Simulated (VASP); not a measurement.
# HfO2 (111), 5 units in VASP, part 2 of 3

Wanted: how HfO2 (111), 5 units relaxes, and what it costs to take an electron out.

VASP 6.6.1; PBE; plane waves and PAW (O, Hf).

So far. Step 2 (Relaxing the slab): The run ended after 25 ionic steps, 0.093 eV below its first step, once the forces on the free atoms met EDIFFG = -0.03.

### 3. Potential and states of the slab

A static run writes the electrostatic potential without exchange and correlation (LVHAR), which is flat in the vacuum and gives the level to count from. The dipole correction cancels the field that unlike faces would set up across the vacuum.

The input, INCAR:

```
SYSTEM = HfO2
PREC = Normal
ENCUT = 400
EDIFF = 1E-06
NELM = 120
ISMEAR = 0
SIGMA = 0.05
LREAL = Auto
ALGO = Fast
GGA = PE
NBANDS = 74
LASPH = .TRUE.
LORBIT = 11
LWAVE = .FALSE.
LCHARG = .TRUE.
IDIPOL = 3
LDIPOL = .TRUE.
DIPOL = 0.5 0.5 0.5
LVHAR = .TRUE.
LVACPOTAV = .TRUE.
LELF = .TRUE.
NEDOS = 1500
```

The input, POSCAR:

```
HfO2
1.0
    3.5921024500      0.0000000000      0.0000000000
   -1.7960512200      3.1108519700      0.0000000000
    0.0000000000      0.0000000000     31.1982271537
O Hf
10 5
Direct
    0.6666666700      0.3333333300      0.2896525620
    0.0000000000      0.0000000000      0.3378219992
    0.3333333300      0.6666666700      0.3828773857
    0.6666666700      0.3333333300      0.4295227733
    0.0000000000      0.0000000000      0.4768465815
    0.3333333300      0.6666666700      0.5231534185
    0.6666666700      0.3333333300      0.5704772267
    0.0000000000      0.0000000000      0.6171226143
    0.3333333300      0.6666666700      0.6621780008
    0.6666666700      0.3333333300      0.7103474380
    0.3333333300      0.6666666700      0.3147237085
    0.0000000000      0.0000000000      0.4063213504
    0.6666666700      0.3333333300      0.5000000000
    0.3333333300      0.6666666700      0.5936786496
    0.0000000000      0.0000000000      0.6852762915
```

The input, KPOINTS:

```
Automatic mesh
0
Gamma
12 12 1
0 0 0
```

The projector-augmented-wave data sets are O and Hf (PBE family, release 64).

The run is started by

```
$ mpirun -np 4 vasp_std
```

What it wrote:

```text
[banner, memory and clock lines left out]
running    4 mpi-ranks, on    1 nodes
 distrk:  each k-point on    4 cores,    1 groups
 distr:  one band on    1 cores,    4 groups

 POSCAR found type information on POSCAR O Hf
 POSCAR found :  2 types and      15 ions
 LDA part: xc-table for (Slater+PW92), standard interpolation
|                                                                             |
|           W    W    AA    RRRRR   N    N  II  N    N   GGGG   !!!           |
|           W    W   A  A   R    R  NN   N  II  NN   N  G    G  !!!           |
|           W    W  A    A  R    R  N N  N  II  N N  N  G       !!!           |
|           W WW W  AAAAAA  RRRRR   N  N N  II  N  N N  G  GGG   !            |
|           WW  WW  A    A  R   R   N   NN  II  N   NN  G    G                |
|           W    W  A    A  R    R  N    N  II  N    N   GGGG   !!!           |
|                                                                             |
|     The number of bands has been changed from the values supplied in        |
|     The orbitals not found in the WAVECAR file will be initialized with     |
|     random numbers, which is usually adequate. For correlated               |
|     calculations, however, you should redo the groundstate calculation.     |
|     I found NBANDS = 74. Now, NBANDS = 76.                                  |
|                                                                             |

 POSCAR, INCAR and KPOINTS ok, starting setup
 FFT: planning ... GRIDC
 FFT: planning ... GRID_SOFT
 FFT: planning ... GRID
 WAVECAR not read
 entering main loop
       N       E                     dE             d eps       ncg     rms          rms(c)
DAV:   1     0.476611617289E+03    0.47661E+03   -0.31193E+04  2944   0.732E+02
DAV:   2    -0.128301708790E+03   -0.60491E+03   -0.57057E+03  3864   0.220E+02
DAV:   3    -0.179717695709E+03   -0.51416E+02   -0.50783E+02  3520   0.676E+01
DAV:   4    -0.180497524493E+03   -0.77983E+00   -0.77760E+00  3856   0.918E+00
DAV:   5    -0.180511628633E+03   -0.14104E-01   -0.14096E-01  3664   0.111E+00    0.511E+01
RMM:   6    -0.151801184497E+03    0.28710E+02   -0.68083E+01  3063   0.226E+01    0.232E+01
RMM:   7    -0.150913125850E+03    0.88806E+00   -0.31492E+00  3238   0.489E+00    0.114E+01
RMM:   8    -0.150557111923E+03    0.35601E+00   -0.10158E+00  3345   0.342E+00    0.133E+00
RMM:   9    -0.150535396575E+03    0.21715E-01   -0.93798E-02  3712   0.850E-01    0.608E-01
RMM:  10    -0.150537495939E+03   -0.20994E-02   -0.45681E-02  3690   0.554E-01    0.474E-01
RMM:  11    -0.150534874949E+03    0.26210E-02   -0.12771E-02  3690   0.322E-01    0.107E-01
RMM:  12    -0.150535184777E+03   -0.30983E-03   -0.30283E-03  3967   0.141E-01    0.152E-01
RMM:  13    -0.150535819085E+03   -0.63431E-03   -0.13822E-03  3729   0.903E-02    0.478E-02
RMM:  14    -0.150536065458E+03   -0.24637E-03   -0.38418E-04  4281   0.356E-02    0.360E-02
RMM:  15    -0.150536764923E+03   -0.69946E-03   -0.13100E-04  3790   0.277E-02    0.327E-02
RMM:  16    -0.150537054321E+03   -0.28940E-03   -0.38201E-05  3870   0.118E-02    0.134E-02
RMM:  17    -0.150537200937E+03   -0.14662E-03   -0.13560E-05  3815   0.668E-03    0.909E-03
RMM:  18    -0.150537297338E+03   -0.96401E-04   -0.44972E-06  3435   0.419E-03    0.683E-03
RMM:  19    -0.150537317242E+03   -0.19905E-04   -0.22679E-06  3162   0.324E-03    0.536E-03
RMM:  20    -0.150537323060E+03   -0.58173E-05   -0.82361E-07  2863   0.208E-03    0.526E-03
RMM:  21    -0.150537331228E+03   -0.81680E-05   -0.39467E-07  2860   0.126E-03    0.523E-03
RMM:  22    -0.150537333264E+03   -0.20365E-05   -0.11974E-07  2241   0.714E-04    0.503E-03
RMM:  23    -0.150537334205E+03   -0.94066E-06   -0.12866E-07  2492   0.983E-04
|                                                                             |
|           W    W    AA    RRRRR   N    N  II  N    N   GGGG   !!!           |
|           W    W   A  A   R    R  NN   N  II  NN   N  G    G  !!!           |
|           W    W  A    A  R    R  N N  N  II  N N  N  G       !!!           |
|           W WW W  AAAAAA  RRRRR   N  N N  II  N  N N  G  GGG   !            |
|           WW  WW  A    A  R   R   N   NN  II  N   NN  G    G                |
|           W    W  A    A  R    R  N    N  II  N    N   GGGG   !!!           |
|                                                                             |
|     Did not find any points to average over, which means that no vacuum     |
|     field-free region was found. Please increase the size of  your cell     |
|     in the dimension of the dipole correction to obtain accurate            |
|     workfunction values.                                                    |
|                                                                             |

   1 F= -.15053733E+03 E0= -.15053733E+03  d E =-.349101E-12
```

The job ended after 58 s (4 MPI ranks of Intel Xeon 6975P-C (Granite Rapids), shared host; peak memory 0.72 GiB).

OUTCAR, selected parts (step 3):

```text
 Found     19 irreducible k-points:

   k-points           NKPTS =     19   k-points in BZ     NKDIM =     19   number of bands    NBANDS=     76

   NELECT =      80.0000    total number of electrons

 E-fermi :  -1.3913

 k-point     1 :       0.0000    0.0000    0.0000
  band No.  band energies     occupation
    ...
     36      -2.3938      2.00000
     37      -2.0960      2.00000
     38      -2.0954      2.00000
     39      -2.0244      2.00000
     40      -2.0238      2.00000
     41       2.3608      0.00000
     42       2.3608      0.00000
     43       2.6828      0.00000
     44       2.6829      0.00000
     45       2.9562      0.00000
    ...

 k-point     2 :       0.0833    0.0000    0.0000
  band No.  band energies     occupation
    ...
     36      -2.3548      2.00000
     37      -2.1228      2.00000
     38      -2.1155      2.00000
     39      -2.0411      2.00000
     40      -2.0274      2.00000
     41       2.4283      0.00000
     42       2.4440      0.00000
     43       2.6942      0.00000
     44       2.7340      0.00000
     45       2.9005      0.00000
    ...

  Total      -14.7835360    -14.7835360     -6.2297394     -0.0000000      0.0000000      0.0000000
  in kB      -67.9408429    -67.9408427    -28.6300751     -0.0000001      0.0000000      0.0000000
  external PRESSURE =     -54.8372535 kB  Pullay stress =       0.0000000 kB

 POSITION                                       TOTAL-FORCE (eV/Angst)
 -----------------------------------------------------------------------------------
      1.79605      1.03695      9.03665         0.000000      0.000000     -0.020411
      0.00000      0.00000     10.53945        -0.000000      0.000000      0.019955
     -0.00000      2.07390     11.94510         0.000000      0.000000      0.008703
      1.79605      1.03695     13.40035        -0.000000      0.000000      0.024548
      0.00000      0.00000     14.87677         0.000000      0.000000     -0.022324
     -0.00000      2.07390     16.32146        -0.000000      0.000000      0.022324
      1.79605      1.03695     17.79788         0.000000      0.000000     -0.024548
      0.00000      0.00000     19.25313        -0.000000      0.000000     -0.008703
     -0.00000      2.07390     20.65878         0.000000     -0.000000     -0.019955
      1.79605      1.03695     22.16158        -0.000000      0.000000      0.020411
     -0.00000      2.07390      9.81882         0.000000      0.000000      0.018508
      0.00000      0.00000     12.67651         0.000000      0.000000      0.002557
      1.79605      1.03695     15.59911         0.000000      0.000000      0.000000
     -0.00000      2.07390     18.52172        -0.000000      0.000000     -0.002557
      0.00000      0.00000     21.37941        -0.000000      0.000000     -0.018508
 -----------------------------------------------------------------------------------
    total drift:                               -0.000024      0.000014      0.000007

  FREE ENERGIE OF THE ION-ELECTRON SYSTEM (eV)
  ---------------------------------------------------
  free  energy   TOTEN  =      -150.5373342049 eV

  energy  without entropy=     -150.5373342049  energy(sigma->0) =     -150.53733420

 vacuum level on the upper side and lower side of the slab         5.252         5.252

 total charge
# of ion       s       p       d       tot
------------------------------------------
    1        1.582   3.460   0.000   5.042
    2        1.588   3.565   0.000   5.153
    3        1.588   3.563   0.000   5.151
    4        1.587   3.558   0.000   5.144
    5        1.587   3.558   0.000   5.145
    6        1.587   3.558   0.000   5.145
    7        1.587   3.558   0.000   5.144
    8        1.588   3.563   0.000   5.151
    9        1.588   3.565   0.000   5.153
   10        1.582   3.460   0.000   5.042
   11        0.457   0.671   1.881   3.010
   12        0.472   0.751   1.974   3.196
   13        0.466   0.738   1.947   3.151
   14        0.472   0.751   1.974   3.196
   15        0.457   0.671   1.881   3.010
--------------------------------------------------
tot         18.187  38.990   9.657  66.835

[... 8 parts as in an earlier step ...]

[... 6 further parts left out ...]
```

Numbers from this step:

```yaml
electronic_cycles: 23
fermi_energy: -1.391 eV
vacuum_levels: 5.252, 5.252 eV
ionisation_potentials_of_the_upper_and_lower_face: 6.874, 6.874 eV
electron_affinities_of_the_upper_and_lower_face: 2.931, 2.931 eV
gap_on_the_k_mesh: 3.943 eV
least_direct_gap_on_the_k_mesh: 3.943 eV
```

The density of states has structure finer than the step of the table below, so its rows give means over 1 eV, whole bins alone (the curve runs from -12.0 to 11.8 eV). Peaks (eV: height): total -0.7: 18.5, 4.4: 19.8, 4.7: 22.2, 8.8: 19.5; O s -3.5: 0.178, 5.9: 0.392, 7.1: 1.04; O p -4.3: 8.93, -1.6: 10.7, -0.7: 12.7, -0.5: 10.2; Hf s -5.4: 0.786, -4.3: 1.08, -3.5: 1.17, -3.2: 0.672; Hf p -4.8: 0.886, -1.6: 0.934, -0.7: 0.868, 5.9: 0.843.

Means over bins of 0.094 eV. Density of states against energy, zero at the valence-band top; means over each step; values in states/eV/cell:

```tsv
energy (eV)	total	O s	O p	Hf s	Hf p	Hf d
-7	0	0	0	0	0	0
-6	1.30	0.00555	0.567	0.206	0.0271	0.180
-5	8.63	0.0285	4.18	0.386	0.414	2.01
-4	11.9	0.0737	6.24	0.604	0.601	2.26
-3	8.04	0.105	4.50	0.401	0.383	1.16
-2	11.1	0.0890	6.86	0.179	0.626	1.33
-1	14.3	0.0532	9.69	0.102	0.687	1.43
0	4.66	0.0111	3.31	0.00719	0.107	0.177
1	0	0	0	0	0	0
2	0	0	0	0	0	0
3	0	0	0	0	0	0
4	4.96	0.0143	0.439	0.159	0.0415	3.62
5	15.2	0.0510	1.25	0.201	0.168	11.8
6	3.84	0.104	0.385	0.0903	0.208	1.89
7	8.46	0.615	0.397	0.0888	0.224	5.17
8	10.6	0.381	1.27	0.0827	0.238	5.92
9	11.6	0.127	2.07	0.101	0.142	5.92
10	7.59	0.105	1.29	0.218	0.143	2.28
11	5.79	0.0777	0.686	0.193	0.201	0.712
```

The planar average of the electrostatic potential oscillates, so the rows of the table below give means over windows of 1.46 Å about each position, cut where the curve ends. Its maxima inside the range that stand out by 2 % of the span (Å: eV): 9.7: -5.89, 11.2: 2.02, 12.7: -6.56, 14.1: 2.28, 15.6: -6.48, 17.1: 2.28, 18.5: -6.56, 20.0: 2.02, 21.4: -5.89. Its minima: 9.3: -7.30, 10.3: -8.01, 12.2: -8.34, 13.2: -8.42, 15.1: -8.35, 16.1: -8.35, 18.0: -8.42, 19.0: -8.34, 20.9: -8.01, 21.9: -7.30.

Zero at the Fermi level. The planar average of the electrostatic potential by height; means over each step:

height (Å), planar average of the electrostatic potential (eV) and a bar from the least value:
```
     0.73       6.65 ##############################
     2.19       6.65 ##############################
     3.65       6.65 ##############################
     5.11       6.65 ##############################
     6.57       6.63 ##############################
     8.03       4.69 ##########################
     9.49      -6.16 ##
    10.95      -2.70 ##########
    12.41      -7.09 
    13.87      -2.36 ##########
    15.33      -7.05 
    16.79      -2.34 ##########
    18.25      -7.09 
    19.71      -2.65 ##########
    21.17      -6.65 #
    22.63       0.31 ################
    24.09       6.55 ##############################
    25.55       6.65 ##############################
    27.01       6.65 ##############################
    28.47       6.65 ##############################
    29.93       6.65 ##############################
```

Density of states in the PAW spheres, an atom over height of the layer and energy from the Fermi level.

Values in states/eV, 22 rows by 15 columns, each cell a mean:
```
0.00 0.00 0.00 0.00 0.00 0.00 0.00 0.00 0.00 0.00 0.00 0.00 0.00 0.00 0.00
0.01 0.00 0.01 0.01 0.00 0.00 0.01 0.00 0.01 0.00 0.00 0.01 0.01 0.00 0.01
1.42 0.16 0.79 0.26 0.03 0.16 0.14 0.02 0.14 0.16 0.03 0.26 0.79 0.16 1.42
1.61 0.43 1.13 0.59 0.18 0.52 0.65 0.11 0.65 0.52 0.18 0.59 1.13 0.43 1.61
1.44 0.53 1.01 0.64 0.40 0.78 1.20 0.35 1.20 0.78 0.40 0.64 1.01 0.53 1.44
0.96 0.51 0.54 0.84 0.50 1.21 1.20 0.63 1.20 1.21 0.50 0.84 0.54 0.51 0.96
1.02 0.53 0.27 0.90 0.41 1.22 0.62 0.44 0.62 1.22 0.41 0.90 0.27 0.53 1.02
0.54 0.43 0.39 0.79 0.33 0.54 0.64 0.32 0.64 0.54 0.33 0.79 0.39 0.43 0.54
0.56 0.50 0.49 0.70 0.29 0.39 0.54 0.34 0.54 0.39 0.29 0.70 0.49 0.50 0.56
0.25 0.31 0.43 0.28 0.22 0.36 0.35 0.27 0.35 0.36 0.22 0.28 0.43 0.31 0.25
0.35 0.59 0.87 0.37 0.47 0.72 0.54 0.44 0.54 0.72 0.47 0.37 0.87 0.59 0.35
0.30 0.67 0.89 0.51 0.49 0.61 0.57 0.56 0.57 0.61 0.49 0.51 0.89 0.67 0.30
0.25 0.76 0.99 0.82 0.75 0.60 0.75 0.81 0.75 0.60 0.75 0.82 0.99 0.76 0.25
0.11 0.51 0.67 0.90 0.90 0.59 0.71 0.81 0.71 0.59 0.90 0.90 0.67 0.51 0.11
0.06 0.40 0.46 0.95 1.13 0.83 0.77 1.04 0.77 0.83 1.13 0.95 0.46 0.40 0.06
0.02 0.14 0.15 0.36 0.46 0.36 0.25 0.37 0.25 0.36 0.46 0.36 0.15 0.14 0.02
0.01 0.08 0.08 0.17 0.21 0.16 0.11 0.16 0.11 0.16 0.21 0.17 0.08 0.08 0.01
0.00 0.03 0.03 0.07 0.12 0.10 0.11 0.16 0.11 0.10 0.12 0.07 0.03 0.03 0.00
0.00 0.00 0.00 0.01 0.01 0.01 0.01 0.02 0.01 0.01 0.01 0.01 0.00 0.00 0.00
0.00 0.00 0.00 0.00 0.00 0.00 0.00 0.00 0.00 0.00 0.00 0.00 0.00 0.00 0.00
0.00 0.00 0.00 0.00 0.00 0.00 0.00 0.00 0.00 0.00 0.00 0.00 0.00 0.00 0.00
0.00 0.00 0.00 0.00 0.00 0.00 0.00 0.00 0.00 0.00 0.00 0.00 0.00 0.00 0.00
```
Columns: height of the layer (Å) from 9 to 22.2 (not evenly spaced); rows upwards: energy from the Fermi level (eV) from -7.9 to 0.5.

Valence density in the ca plane at fractional y = 0.000, with atoms of O and Hf within 0.2 Å of it. It is the smooth field of the valence electrons, not physical close to the nuclei.

Ten steps, logarithmic in the rise over the least value, from '0' (0.0 e/Å³) to '9' (7.2 e/Å³), each cell a mean:
```
00000000000000000000013589853222223689852100
00000000000000000000112456532222222456532111
00000000000000000001222233222222222233322221
00000000000000000012333221122332332111233322
00000000000000000012333211123332332111233332
00000000000000000001232222222222222222223322
00000000000000000001112344422222222344432111
00000000000000000000012578743222223578642100
00000000000000000000013699863222234699852100
```
Columns run along c (16.0 Å, from fractional 0.05 to 0.56 of the cell), rows up along a (3.6 Å). Atoms in or near the plane, at fractional coordinates: O at (0.34, 0.00), O at (0.48, 0.00), Hf at (0.41, 0.00).

ELF in the ca plane at fractional y = 0.000, with atoms of O and Hf within 0.2 Å of it. It is the smooth field of the valence electrons, not physical close to the nuclei.

Ten even steps from '0' (0.00 × 1e-1) to '9' (8.14 × 1e-1), each cell a mean:
```
00000000000000000011004998995000015997984000
00000000000000000232211599851000001589951000
00000000000000000012231134311210121135311210
00000000000000000168874100014421353100024521
00000000000000003246775200025521355200026631
00000000000000000024652111112321232111112321
00000000000000000232211368631100011368621110
00000000000000000000002899983000003899972000
00000000000000000000005985896100016985895100
```
Columns run along c (16.0 Å, from fractional 0.05 to 0.56 of the cell), rows up along a (3.6 Å). Atoms in or near the plane, at fractional coordinates: O at (0.34, 0.00), O at (0.48, 0.00), Hf at (0.41, 0.00).

Electrostatic potential energy in the ca plane at fractional y = 0.000, with atoms of O and Hf within 0.2 Å of it. With pseudopotentials it is smooth inside the atoms' cores, unlike the true potential.

Values in eV, 5 rows by 16 columns, each cell a mean:
```
  5   5   5   5   5   5   5   3  -5 -17 -12 -25  -7 -20  -1   2
  5   5   5   5   5   5   5   1  -4   0  -2  -7   0  -2  -5   1
  5   5   5   5   5   5   5   0  -9  -2   2   1   2  -4  -8   0
  5   5   5   5   5   5   5   2  -3  -1  -4 -12  -2  -2  -3   1
  5   5   5   5   5   5   5   3  -8 -24 -14 -28  -9 -28  -3   2
```
Columns run along c (16.0 Å, from fractional 0.05 to 0.56 of the cell; values clipped at the 3rd and 97th percentile), rows up along a (3.6 Å). Atoms in or near the plane, at fractional coordinates: O at (0.34, 0.00), O at (0.48, 0.00), Hf at (0.41, 0.00).

The density of states holds every band computed, so its fall toward the upper end of the range is no gap.

The map of layer states is cut here 0.5 eV above the Fermi level, so it leaves out the states above that.

The vacuum level lies 6.87 eV above the highest filled level at the upper face; both faces agree, as the slab has next to no dipole.

The program found no field-free point at its default tolerance, but its printed level agrees with the flat part of the planar average.

(Part 2 of 3 ends here.)

[Lines on the potential files, build, host, timing and source positions are cut from VASP's logs without a mark.]

[Logs are printed without paths, hosts, clocks, repeated set-up lines and the standing remarks that a program may print on its own settings, such as how far it seeks lower states.]

[Hosts, paths, dates, database ids (printed as entryN), source tags and the programs' standing remarks are cut or masked in the printed files.]

[In band tables of VASP the shares of atoms and orbitals are scaled to a sum of 1 inside the atoms' spheres.]

[Runs that stopped without an error message from VASP are left out.]
